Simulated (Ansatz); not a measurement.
**Mo: course of a relaxation**

The calculation used DFT r2SCAN, scalar-relativistic, plane waves, PAW in Ansatz. Run with 500 eV cutoff, 16×16×16 k-mesh, Gaussian smearing of 0.10 eV, no spin polarisation.

What was changed: biaxial strain in the a-b plane, c and atoms relaxed: +6.0 %.

Command:

```bash
ansatz run input.yaml --threads 1 --pin off --max-ram 2560MiB --backend cpu --events-out ev --progress --plain --runs-dir out
```

Input:

```yaml
crystal:
  lattice:
    - [3.3394561097, 0.0, 0.0]
    - [0.0, 3.3394561097, 0.0]
    - [0.0, 0.0, 3.0370148016]
  atoms:
    - { symbol: Mo, position: [0.0, 0.0, 0.0] }
    - { symbol: Mo, position: [0.5, 0.5, 0.5] }
basis:
  ecutwfc: 500
kpoints:
  mp_grid: { grid: [16, 16, 16] }
hamiltonian:
  xc: r2scan
scf:
  occupations: { method: gaussian, width: 0.1 }
output:
  forces: true
  stress: true
  eigenvalues: true
relax:
  adjacent_minimum: "off"
  f_tol: 0.008
  max_steps: 40
  cell: { stress_tol: 0.015, fix: [a, b, gamma] }
```

F is the free energy. Steps run on the plane waves of an earlier cell, but the last one, and at times one on the way, on a freshly chosen basis, so a repeated geometry can differ a little in energy. The held parts of the cell keep their stress, so P needn't end at zero.

Steps:

| step | F − F(1) (eV) | largest force component (eV/Å) | V (Å³/atom) | P (GPa) |
| --- | --- | --- | --- | --- |
| 1 | 0.0000 | 0.000 | 16.934 | -17.23 |
| 2 | 0.0001 | 0.000 | 16.882 | -16.56 |
| 3 | 0.0000 | 0.000 | 16.920 | -17.05 |
| 4 | 0.0000 | 0.000 | 16.920 | -17.05 |

Relaxed structure:

```
CELL_PARAMETERS angstrom
3.33946 0.00000 0.00000
0.00000 3.33946 0.00000
0.00000 0.00000 3.03439
ATOMIC_POSITIONS crystal
Mo 0.00000 0.00000 0.00000
Mo 0.50000 0.50000 0.50000
```

It takes space group I4/mmm (No. 139, tetragonal). Conventional cell: a = 3.339 Å, b = 3.339 Å, c = 3.034 Å, α = 90.00°, β = 90.00°, γ = 90.00°. Mo (site symmetry 4/mmm) is surrounded by 10 Mo at 2.81 to 3.03 Å.

The run converged. It took 3.2 min on 1 thread of Intel(R) Xeon(R) Processor @ 2.50GHz (Skylake/Cascade Lake), with other jobs on the host, peak memory 0.63 GiB.